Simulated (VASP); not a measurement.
# KCl (Sylvite) (Fm-3m) in VASP: notebook

Aim: see how the results for KCl (Sylvite) move with the level of theory and the settings. Levels: LDA, PBEsol. Tasks: relaxation of the atoms, relaxation of cell and atoms.

Everything below comes from runs of VASP 6.6.1. Logs are shortened: lines on timing, memory, paths and dates and some standing lists are left out, and cuts for length are marked.

## (1) Starting point

It takes space group Fm-3m (No. 225, cubic). The conventional cell has a = 6.293 Å, b = 6.293 Å, c = 6.293 Å, α = 90.00°, β = 90.00°, γ = 90.00°. K (site symmetry m-3m) is surrounded by 6 Cl at 3.15 Å. Cl (site symmetry m-3m) has 6 K at 3.15 Å as nearest neighbours.

## (2) Relaxation of the atoms, LDA (a relaxed cell with its volume scaled by 1.06)

INCAR reads:

```
ALGO = Fast
EDIFF = 1E-7
EDIFFG = -0.01
ENCUT = 600
IBRION = 2
ISIF = 2
ISMEAR = 0
LASPH = True
LCHARG = False
LREAL = False
LWAVE = False
NELM = 80
NSW = 40
PREC = Accurate
SIGMA = 0.03
```

KPOINTS reads:

```
k-points
0
Gamma
  8 8 8
```

POSCAR reads:

```
KCl                                     
1.0
    0.0000000000      3.1032417092      3.1032417092
    3.1032417092      0.0000000000      3.1032417092
    3.1032417092      3.1032417092      0.0000000000
  K               Cl            
     1     1
Direct
     0.0000000000000000    0.0000000000000000    0.0000000000000000
     0.5000000000000000    0.5000000000000000    0.5000000000000000
```

Potentials or basis: VASP PAW LDA potentials, release 64 (K_sv, Cl).

On the command line:

```sh
cat potpaw_LDA.64/K_sv/POTCAR potpaw_LDA.64/Cl/POTCAR > POTCAR
mpirun -np 1 vasp_std > vasp.out
```

OUTCAR:

```text
EDIFF = 1E-7
   EDIFFG = -0.01
   ENCUT = 600
   IBRION = 2
   ISIF = 2
   ISMEAR = 0
   LASPH = True
   LREAL = False
   NELM = 80
   NSW = 40
   PREC = Accurate

 ion  position               nearest neighbor table
   1  0.000  0.000  0.000-   2 3.10   2 3.10   2 3.10   2 3.10   2 3.10   2 3.10
   2  0.500  0.500  0.500-   1 3.10   1 3.10   1 3.10   1 3.10   1 3.10   1 3.10

  LATTYP: Found a face centered cubic cell.
 ALAT       =     6.2064834184

  Lattice vectors:

 A1 = (   0.0000000000,   3.1032417092,   3.1032417092)
 A2 = (   3.1032417092,   0.0000000000,   3.1032417092)
 A3 = (   3.1032417092,   3.1032417092,   0.0000000000)

Analysis of symmetry for initial positions (statically):
=====================================================================
 Subroutine PRICEL returns:
 Original cell was already a primitive cell.

 Routine SETGRP: Setting up the symmetry group for a
 face centered cubic supercell.

 Subroutine GETGRP returns: Found 48 space group operations
 (whereof 48 operations were pure point group operations)
 out of a pool of 48 trial point group operations.

The static configuration has the point symmetry O_h .

Analysis of symmetry for dynamics (positions and initial velocities):
=====================================================================
 Subroutine PRICEL returns:
 Original cell was already a primitive cell.

 Routine SETGRP: Setting up the symmetry group for a
 face centered cubic supercell.

 Subroutine GETGRP returns: Found 48 space group operations
 (whereof 48 operations were pure point group operations)
 out of a pool of 48 trial point group operations.

The dynamic configuration has the point symmetry O_h .

 Subroutine INISYM returns: Found 48 space group operations
 (whereof 48 operations are pure point group operations),
 and found     1 'primitive' translations

----------------------------------------------------------------------------------------

                                     Primitive cell

  volume of cell :      59.7691

  direct lattice vectors                    reciprocal lattice vectors
     0.000000000  3.103241709  3.103241709    -0.161121835  0.161121835  0.161121835
     3.103241709  0.000000000  3.103241709     0.161121835 -0.161121835  0.161121835
     3.103241709  3.103241709  0.000000000     0.161121835  0.161121835 -0.161121835

  length of vectors
     4.388646512  4.388646512  4.388646512     0.279071205  0.279071205  0.279071205

  position of ions in fractional coordinates (direct lattice)
     0.000000000  0.000000000  0.000000000
     0.500000000  0.500000000  0.500000000

  ion indices of the primitive-cell ions
   primitive index   ion index
                 1           1
                 2           2

----------------------------------------------------------------------------------------

 KPOINTS: k-points

Automatic generation of k-mesh.
 Grid dimensions read from file:
 generate k-points for:    8    8    8

 Generating k-lattice:

  Cartesian coordinates                     Fractional coordinates (reciprocal lattice)
    -0.020140229  0.020140229  0.020140229     0.125000000  0.000000000  0.000000000
     0.020140229 -0.020140229  0.020140229     0.000000000  0.125000000  0.000000000
     0.020140229  0.020140229 -0.020140229     0.000000000  0.000000000  0.125000000

  Length of vectors
     0.034883901  0.034883901  0.034883901

  Shift w.r.t. Gamma in fractional coordinates (k-lattice)
     0.000000000  0.000000000  0.000000000

 Subroutine IBZKPT returns following result:
 ===========================================

 Found     29 irreducible k-points:

 Following reciprocal coordinates:
            Coordinates               Weight
  0.000000  0.000000  0.000000      1.000000
  0.125000  0.000000  0.000000      8.000000
  0.250000  0.000000  0.000000      8.000000
  0.375000  0.000000  0.000000      8.000000
  0.500000  0.000000  0.000000      4.000000
  0.125000  0.125000  0.000000      6.000000
[... 16 lines left out ...]
  0.500000  0.250000  0.125000     48.000000
 -0.375000  0.250000  0.125000     24.000000
 [... further k-points ...]
   k-points           NKPTS =     29   k-points in BZ     NKDIM =     29   number of bands    NBANDS=     12
   number of dos      NEDOS =    301   number of ions     NIONS =      2
   total plane-waves  NPLWV =  46656
   dimension x,y,z NGX =    36 NGY =   36 NGZ =   36
   dimension x,y,z NGXF=    72 NGYF=   72 NGZF=   72
   ions per type =               1   1
   NGX,Y,Z   is equivalent  to a cutoff of  13.64, 13.64, 13.64 a.u.
   NGXF,Y,Z  is equivalent  to a cutoff of  27.27, 27.27, 27.27 a.u.
 SYSTEM =  unknown system
   PREC   = accura    normal or accurate (medium, high low for compatibility)
   ISTART =      0    job   : 0-new  1-cont  2-samecut
   ICHARG =      2    charge: 1-file 2-atom 10-const
   ISPIN  =      1    spin polarized calculation?
   LNONCOLLINEAR =      F non collinear calculations
   LSORBIT =      F    spin-orbit coupling
   LASPH  =      T    aspherical Exc in radial PAW
   ENCUT  =  600.0 eV  44.10 Ry    6.64 a.u.   8.77  8.77  8.77*2*pi/ulx,y,z
   NELM   =     80;   NELMIN=  2; NELMDL= -5     # of ELM steps
   EDIFF  = 0.1E-06   stopping-criterion for ELM
   LREAL  =      F    real-space projection
   EDIFFG = -.1E-01   stopping-criterion for IOM
   NSW    =     40    number of steps for IOM
   IBRION =      2    ionic relax: 0-MD 1-quasi-New 2-CG
   NFREE  =      1    steps in history (QN), initial steepest desc. (CG)
   ISIF   =      2    stress and relaxation
   ISYM   =      2    0-nonsym 1-usesym 2-fastsym
   POTIM  = 0.5000    time-step for ionic-motion
   TEBEG  =    0.0;   TEEND  =   0.0 temperature during run
   PSTRESS=    0.0 pullay stress
   NELECT =      16.0000    total number of electrons
   NUPDOWN=      -1.0000    fix difference up-down
   EMIN   =  10.00;   EMAX   =-10.00  energy-range for DOS
   EFERMI =   0.00;   METHOD = LEGACY
   ISMEAR =     0;   SIGMA  =   0.03  broadening in eV -4-tet -1-fermi 0-gaus
   EFERMI_NEDOS =   21; number of points for ismear=-14 and -15
   IALGO  =     68    algorithm
   IMIX   =      4    mixing-type and parameters
     AMIX     =   0.40;   BMIX     =  1.00
     AMIX_MAG =   1.60;   BMIX_MAG =  1.00
  volume/ion in A,a.u.               =      29.88       201.67
  Fermi-wavevector in a.u.,A,eV,Ry     =   1.055089  1.993830 15.146189  1.113213
  Thomas-Fermi vector in A             =   2.190274
   LORBIT       =      0    0 simple, 1 ext, 2 COOP (PROOUT), +10 PAW based schemes
   GGA     = CA    functional components
   LHFCALC =     F    Hartree Fock is set to
   AEXX    =    0.0000 exact exchange contribution
   IVDW    =     0    specifies the selected vdW correction
   LEPSILON=     F    determine dielectric tensor
   LRPA    =     F    only Hartree local field effects (RPA)
 conjugate gradient relaxation of ions
 non-spin polarized calculation
 RMM-DIIS sequential band-by-band and
 Gauss-broadening in eV      SIGMA  =   0.03
  energy-cutoff  :      600.00
  volume of cell :       59.77
 maximum number of plane-waves:      2012
   NGX = 17   NGY = 17   NGZ = 17

 number of electron      16.0000002 magnetization

 Free energy of the ion-electron system (eV)
  ---------------------------------------------------
  ext. energy  EPLUGINS =         0.00000000
  ---------------------------------------------------
  free energy    TOTEN  =        -7.39469045 eV

  energy without entropy =       -7.39469045  energy(sigma->0) =       -7.39469045

 E-fermi :  -1.7694     XC(G=0):  -8.2832

 val. band max:       -1.9104803413   @ k =   0.0000   0.0000   0.0000
 cond. band min:       2.9776887566   @ k =   0.0000   0.0000   0.0000
 fundamental gap:      4.8881690979
 Fermi energy:        -1.7693906047

 k-point     1 :       0.0000    0.0000    0.0000
  band No.  band energies     occupation
      1     -28.6473      2.00000
      2     -13.9860      2.00000
      3     -12.3468      2.00000
      4     -12.3468      2.00000
      5     -12.3468      2.00000
      6      -1.9105      2.00000
      7      -1.9105      2.00000
      8      -1.9105      2.00000
      9       2.9777      0.00000
     10       6.1899      0.00000
     11       6.1900      0.00000
     12       6.1907      0.00000

 k-point     2 :       0.1250    0.0000    0.0000
  band No.  band energies     occupation
      1     -28.6451      2.00000
      2     -14.0212      2.00000
      3     -12.3485      2.00000
      4     -12.3485      2.00000
      5     -12.3027      2.00000
      6      -2.1344      2.00000
      7      -1.9706      2.00000
      8      -1.9706      2.00000
      9       3.3816      0.00000
     10       6.0585      0.00000
     11       6.3971      0.00000
     12       6.3971      0.00000

 k-point     3 :       0.2500    0.0000    0.0000
  band No.  band energies     occupation
      1     -28.6399      2.00000
      2     -14.0996      2.00000
      3     -12.3526      2.00000
      4     -12.3526      2.00000
      5     -12.2022      2.00000
      6      -2.5918      2.00000
      7      -2.1094      2.00000
      8      -2.1094      2.00000
      9       4.3032      0.00000
     10       5.9671      0.00000
     11       6.9860      0.00000
     12       6.9863      0.00000

 k-point     4 :       0.3750    0.0000    0.0000
  band No.  band energies     occupation
      1     -28.6347      2.00000
      2     -14.1709      2.00000
      3     -12.3567      2.00000
      4     -12.3567      2.00000
      5     -12.1083      2.00000
      6      -2.9756      2.00000
      7      -2.2404      2.00000
      8      -2.2404      2.00000
      9       5.1191      0.00000
     10       6.2391      0.00000
     11       7.8536      0.00000
     12       7.8543      0.00000

 k-point     5 :       0.5000    0.0000    0.0000
  band No.  band energies     occupation
      1     -28.6325      2.00000
      2     -14.1987      2.00000
      3     -12.3583      2.00000
      4     -12.3583      2.00000
      5     -12.0708      2.00000
      6      -3.1201      2.00000
      7      -2.2926      2.00000
      8      -2.2926      2.00000
      9       5.3944      0.00000
     10       6.5060      0.00000
     11       8.5031      0.00000
     12       8.6180      0.00000
[... 228 lines left out ...]
      1     -28.6283      2.00000
      2     -13.8684      2.00000
      3     -12.5312      2.00000
      4     -12.4185      2.00000
      5     -12.4185      2.00000
      6      -2.6358      2.00000
      7      -2.1541      2.00000
      8      -2.1541      2.00000
      9       4.2151      0.00000
     10       6.2537      0.00000
     11       7.9821      0.00000
     12       8.2165      0.00000

 k-point    22 :       0.3750    0.2500    0.1250
  band No.  band energies     occupation
      1     -28.6361      2.00000
      2     -14.0809      2.00000
      3     -12.3958      2.00000
      4     -12.3629      2.00000
      5     -12.2088      2.00000
      6      -2.7206      2.00000
      7      -2.1772      2.00000
      8      -2.1283      2.00000
      9       4.8677      0.00000
     10       5.3322      0.00000
     11       7.5995      0.00000
     12       7.8925      0.00000

 k-point    23 :       0.5000    0.2500    0.1250
  band No.  band energies     occupation
      1     -28.6320      2.00000
      2     -14.0930      2.00000
      3     -12.4148      2.00000
      4     -12.3769      2.00000
      5     -12.1861      2.00000
      6      -2.8373      2.00000
      7      -2.3024      2.00000
      8      -2.2469      2.00000
      9       5.4274      0.00000
     10       5.8130      0.00000
     11       7.9967      0.00000
     12       8.2165      0.00000

 k-point    24 :      -0.3750    0.2500    0.1250
  band No.  band energies     occupation
      1     -28.6303      2.00000
      2     -14.0977      2.00000
      3     -12.4172      2.00000
      4     -12.3891      2.00000
      5     -12.1763      2.00000
      6      -2.8709      2.00000
      7      -2.3681      2.00000
      8      -2.2935      2.00000
      9       5.6584      0.00000
     10       6.1908      0.00000
     11       8.0382      0.00000
     12       8.1380      0.00000

 [... further k-points ...]

------------------------ aborting loop because EDIFF is reached ----------------------------------------

  FORCE on cell =-STRESS in cart. coord.  units (eV):
  Direction    XX          YY          ZZ          XY          YZ          ZX
  --------------------------------------------------------------------------------------
  -------------------------------------------------------------------------------------
  Total       -0.4561219     -0.4561219     -0.4561219      0.0000000      0.0000000      0.0000000
  in kB      -12.2268529    -12.2268529    -12.2268529      0.0000000      0.0000000      0.0000000
  external PRESSURE =     -12.2268529 kB  Pullay stress =       0.0000000 kB

 VOLUME and BASIS-vectors are now :
 -----------------------------------------------------------------------------
  energy-cutoff  :      600.00
  volume of cell :       59.77
      direct lattice vectors                 reciprocal lattice vectors
     0.000000000  3.103241709  3.103241709    -0.161121835  0.161121835  0.161121835
     3.103241709  0.000000000  3.103241709     0.161121835 -0.161121835  0.161121835
     3.103241709  3.103241709  0.000000000     0.161121835  0.161121835 -0.161121835

 POSITION                                       TOTAL-FORCE (eV/Angst)
 -----------------------------------------------------------------------------------
      0.00000      0.00000      0.00000        -0.000000      0.000000      0.000000
      3.10324      3.10324      3.10324         0.000000     -0.000000     -0.000000
 -----------------------------------------------------------------------------------
    total drift:                                0.000000      0.000000      0.000000

  FREE ENERGIE OF THE ION-ELECTRON SYSTEM (eV)
  ---------------------------------------------------
  free  energy   TOTEN  =        -7.3946904529 eV

  energy  without entropy=       -7.3946904529  energy(sigma->0) =       -7.39469045

 reached required accuracy - stopping structural energy minimisation
```

It took 19 s on 1 thread of Intel Xeon Platinum 8488C (Sapphire Rapids), shared host; peak memory 0.17 GiB.

What came out:

| Property | Result |
| --- | --- |
| Free energy | -7.3947 eV |
| Pressure after relaxing | -1.2 GPa |
| Band gap on the k mesh | 4.89 eV, direct |

Final structure:
```
K Cl
1.0
     0.00000    3.10324    3.10324
     3.10324    0.00000    3.10324
     3.10324    3.10324    0.00000
K Cl
1 1
Direct
  0.00000 0.00000 0.00000
  0.50000 0.50000 0.50000
```

Caveat: the relaxation stopped at its first step, so nothing moved. A k mesh can miss the band edges.

## (3) Relaxation of cell and atoms, PBEsol

INCAR reads:

```
SYSTEM = KCl
PREC = Accurate
ENCUT = 600
EDIFF = 1E-6
ISMEAR = 0
SIGMA = 0.03
LREAL = .False.
LASPH = .True.
NELM = 80
ALGO = Normal
ISIF = 3
LWAVE = .False.
LCHARG = .False.
GGA = PS
IBRION = 2
NSW = 90
EDIFFG = -0.01
```

KPOINTS reads:

```
Automatic mesh
0
Gamma
  8 8 8
  0 0 0
```

POSCAR reads:

```
KCl
1.0
    0.0000000000      3.1464700000      3.1464700000
    3.1464700000      0.0000000000      3.1464700000
    3.1464700000      3.1464700000      0.0000000000
K Cl
1 1
Direct
    0.0000000000      0.0000000000      0.0000000000
    0.5000000000      0.5000000000      0.5000000000
```

Potentials or basis: VASP PAW PBE potentials, release 64 (K_sv, Cl).

On the command line:

```sh
cat potpaw_PBE.64/K_sv/POTCAR potpaw_PBE.64/Cl/POTCAR > POTCAR
mpirun -np 1 vasp_std > vasp.out
```

Wall time 27 s (1 thread of Intel Xeon 6975P-C (Granite Rapids), shared host); peak memory 0.22 GiB.

Results (log left out):

| Quantity | Value |
| --- | --- |
| Free energy | -7.0234 eV |
| Relaxed volume | 30.58 Å³/atom |
| Relaxed cell | a = 4.422 Å, b = 4.422 Å, c = 4.422 Å, α = 60.00°, β = 60.00°, γ = 60.00° |
| Space group after relaxing (to 0.05 Å) | Fm-3m (No. 225) |
| Energy gained by relaxing | 0.6 meV/atom |
| Ionic steps | 3 |
| Pressure after relaxing | 0.0 GPa |
| Band gap on the k mesh | 5.08 eV, direct |

The path:
```tsv
step	energy change (eV)	largest force (eV/Å)	pressure (GPa)	volume (Å³)
1	0.0000	0.0000	-0.34	62.30
2	-0.0010	0.0000	-0.18	61.71
3	-0.0013	0.0000	-0.01	61.15
```

Final structure:
```yaml
crystal:
  lattice:
    - [0.00000, 3.12700, 3.12700]
    - [3.12700, 0.00000, 3.12700]
    - [3.12700, 3.12700, 0.00000]
  atoms:
    - { symbol: K, position: [0.00000, 0.00000, 0.00000] }
    - { symbol: Cl, position: [0.50000, 0.50000, 0.50000] }
```

Levels at points of the mesh, in eV from the valence-band top:
```
           k point  band 5  band 6  band 7  band 8  band 9  band 10  band 11  band 12
(0.00, 0.00, 0.00)  -10.53    0.00    0.00    0.00    5.08     8.30     8.30     8.30
(0.50, 0.00, 0.00)  -10.28   -1.12   -0.35   -0.35    7.48     8.56    10.54    10.54
(0.50, 0.50, 0.00)  -10.59   -0.69   -0.23   -0.23    6.38     8.31    10.01    10.22
```

Caveat: the PAW data sets were made with another functional, which shifts forces and pressure a little.

## (4) Relaxation of cell and atoms, PBEsol

This run uses another cell than the first one, of 30.58 Å³/atom, 0.982 times its volume.

Changes to INCAR since step 3:

```diff
@@ -3,3 +3,3 @@
 ENCUT = 600
-EDIFF = 1E-6
+EDIFF = 1E-7
 ISMEAR = 0
@@ -16,2 +16,2 @@
 NSW = 90
-EDIFFG = -0.01
+EDIFFG = -0.005
```

KPOINTS is that of step 3.

POSCAR reads:

```
KCl                                     
1.0
   -0.0000000000      3.1269960207      3.1269960207
    3.1269960207      0.0000000000      3.1269960207
    3.1269960207      3.1269960207      0.0000000000
  K               Cl            
     1     1
Direct
     0.0000000000000000    0.0000000000000000    0.0000000000000000
     0.5000000000000000    0.5000000000000000    0.5000000000000000
```

On the command line:

```sh
cat potpaw_PBE.64/K_sv/POTCAR potpaw_PBE.64/Cl/POTCAR > POTCAR
mpirun -np 1 vasp_std > vasp.out
```

Wall time 12 s (1 thread of Intel Xeon 6975P-C (Granite Rapids), shared host); peak memory 0.21 GiB.

Results (log left out):

| Property | Result |
| --- | --- |
| Free energy | -7.0233 eV |
| Pressure after relaxing | 0.0 GPa |
| Band gap on the k mesh | 5.08 eV, direct |

Final structure:
```
K Cl
1.0
     0.00000    3.12700    3.12700
     3.12700    0.00000    3.12700
     3.12700    3.12700    0.00000
K Cl
1 1
Direct
  0.00000 0.00000 0.00000
  0.50000 0.50000 0.50000
```

Levels at points of the mesh, in eV from the valence-band top:
```
           k point  band 6  band 7  band 8  band 9  band 10  band 11
(0.00, 0.00, 0.00)    0.00    0.00    0.00    5.08     8.30     8.30
(0.50, 0.00, 0.00)   -1.12   -0.35   -0.35    7.48     8.56    10.54
(0.50, 0.50, 0.00)   -0.69   -0.23   -0.23    6.38     8.31    10.01
```

Caveat: the relaxation stopped at its first step, so nothing moved; the PAW data sets were made with another functional, which shifts forces and pressure a little. A k mesh can miss the band edges.
